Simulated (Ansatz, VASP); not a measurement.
SrO in VASP and in Ansatz

```
Sr O
1.0
     3.58530    0.00000    0.00000
    -1.79265    3.10496    0.00000
     0.00000    0.00000    6.28723
Sr O
2 2
Direct
  0.00000 0.00000 0.00000
  0.00000 0.00000 0.50000
  0.33333 0.66667 0.25000
  0.66667 0.33333 0.75000
```

Alike in both runs: functional PBEsol; k mesh 10 × 10 × 6; occupations gaussian, width 0.05 eV; no spin polarisation.

Ansatz relaxed the structure, and its values are those at the end. VASP's run is a single point on that final structure, the one shown.

|  | VASP | Ansatz |
| --- | --- | --- |
| version | VASP 6.6.1 | Ansatz 0.2.0 |
| potentials or method | VASP PAW PBE potentials, release 64 (Sr_sv, O) | scalar-relativistic, plane waves, PAW |
| plane-wave cutoff (eV) | 520 | 420 |
| valence electrons in the cell | 32 | 32 |

```tsv
	VASP	Ansatz	Ansatz less VASP
gap on the k mesh at the Fermi level (eV)	3.24	3.27	+0.036
least direct gap on the mesh (eV)	3.24	3.27	+0.036
pressure (GPa)	-2.6	-3.2	-0.59
```

Caveats: the PAW data sets were made with another functional, which shifts forces and pressure a little (VASP). A hybrid or GW would open this gap; PBEsol tends to underestimate it. A k mesh can miss the band edges.
